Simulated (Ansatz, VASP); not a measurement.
This is a calculation of W for VASP 6.6.1.

INCAR

```
SYSTEM = W
PREC     = Accurate       ! precision mode
ENCUT    = 520            ! plane-wave cutoff, eV
EDIFF    = 1E-7           ! SCF threshold, eV
ISMEAR   = -1             ! smearing method
SIGMA    = 0.05           ! smearing width, eV
LREAL    = .FALSE.        ! projectors in reciprocal space
LASPH    = .TRUE.         ! aspherical terms in the spheres
NELM     = 60             ! most SCF steps
ALGO     = Fast           ! electronic algorithm
ISIF     = 2              ! what is computed and relaxed
LWAVE    = .FALSE.        ! write WAVECAR
LCHARG   = .TRUE.         ! write CHGCAR
GGA      = RP             ! functional
IVDW     = 13             ! dispersion correction
LELF     = .TRUE.         ! ELF
LVHAR    = .TRUE.       
NBANDS   = 13             ! bands
```

Contents of KPOINTS:

```
regular mesh
0
G
  12 12 12
  0 0 0
```

POSCAR

```
W
1.0
   -1.5609593379      1.5609593379      1.5609593379
    1.5609593379     -1.5609593379      1.5609593379
    1.5609593379      1.5609593379     -1.5609593379
W
1
Direct
    0.0000000000      0.0000000000      0.0000000000
```

Potentials or basis: VASP PAW PBE potentials, release 64 (W_sv).

Launch:

```sh
$ cat potpaw_PBE.64/W_sv/POTCAR > POTCAR
$ mpirun -np 1 vasp_std > vasp.out
```

Q: Translate it to Ansatz 0.2.0. Potentials there: Ansatz PAW.

A: As run (the cutoff follows the program's own potentials):

File input.yaml:

```yaml
crystal:
  lattice:
    - [-1.5609593379, 1.5609593379, 1.5609593379]
    - [1.5609593379, -1.5609593379, 1.5609593379]
    - [1.5609593379, 1.5609593379, -1.5609593379]
  atoms:
    - { symbol: W, position: [0.0, 0.0, 0.0] }
hamiltonian:
  xc: rpbe
  pseudopotentials: { kind: paw }
  dispersion: d4
kpoints:
  mp_grid: { grid: [12, 12, 12] }
scf:
  occupations: { method: fermi_dirac, width: 0.05 }
output:
  forces: true
  stress: true
  eigenvalues: true
```

Potentials or basis: Ansatz PAW.

Command:

```console
$ ansatz run input.yaml --threads 2 --pin off --max-ram 5120MiB --backend cpu --events-out ev --progress --plain --runs-dir out
```

Both were run:

|  | VASP | Ansatz | Ansatz less VASP |
| --- | --- | --- | --- |
| gap on the k mesh at the Fermi level (eV) | none | none | - |
| pressure (GPa) | 12.0 | 11.2 | -0.78 |
| dispersion energy (meV/atom) | -1266.5 | -1266.4 | +0.07 |

A gap of «none» marks a metal or a gap that the smearing closes.

Caveats: pairwise dispersion overbinds metals, which lowers pressure and volume; the PAW data sets were made with another functional, which shifts forces and pressure a little (VASP); the PAW data sets come from PBE, with cores solved anew for the run's functional, which leaves a small shift of forces and pressure (Ansatz). Spin-orbit coupling is left out, which matters for the levels of W.
